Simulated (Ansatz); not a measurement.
# Point defect: S on a Zn site in ZnS

Computed with DFT PBE, scalar-relativistic, plane waves, PAW in Ansatz 0.2.0. Settings: 420 eV cutoff, 2×2×2 k-mesh, shifted by half a step, Gaussian smearing of 0.01 eV, collinear spin in charge +1 alone.

Host crystal, relaxed:

```
Zn S
1.0
     0.00000    2.72115    2.72115
     2.72115    0.00000    2.72115
     2.72115    2.72115    0.00000
Zn S
1 1
Cartesian
  0.0000 0.0000 0.0000
  1.3606 1.3606 1.3606
```

Supercell of 32 atoms, rows in host cell vectors: -1 3 -1; 3 -1 -1; -1 -1 -1. Atoms relax at the host's cell from a start displaced at random by 0.05 Å near the defect, so other minima may exist. The cell is small, so energies carry finite-size errors of tenths of an eV. The host's Kohn–Sham gap is 2.02 eV. Atoms are taken from and returned to the elements' standard states. Charged cells are corrected for image charges with the computed static dielectric tensor (mean 9.4) and aligned with the host's potential at far atoms (alignment terms reach 0.10 eV; the program doubts the alignment in some charges, where it is up to 0.10 eV). No band-filling term is added, and the Fermi level counts from the host's valence band top.

Defect: S on a Zn site set at (0.000, 0.000, 0.000) of the host cell. In charge 0 some atom moved by up to 0.8 Å, so the relaxed defect can differ in kind from the start. Before relaxation its nearest neighbours are 4 S at 2.36 Å.

| charge | E_f at the valence band top (eV) | over the neutral state (eV) | moment (μB) | largest move (Å) | atoms near the site |
| --- | --- | --- | --- | --- | --- |
| +2 | 4.00 | 0.05 | 0.00 | 0.16 | 1 S at 2.16 Å, 1 S at 2.17 Å, 2 S at 2.60 Å |
| +1 | 3.73 | -0.21 | 1.00 | 0.45 | 2 S at 2.20 Å, 1 S at 2.64 Å, 1 S at 2.90 Å |
| 0 | 3.94 | 0.00 | 0.00 | 0.77 | 2 S at 2.35 Å, 1 S at 2.36 Å |

Among the charges computed the stable one is +1 at the valence band top, changing to 0 at 0.21 eV. In charge +2 the extra carrier would gain by moving to a band edge of the host, so it isn't bound in the gap, though by less than the errors named above.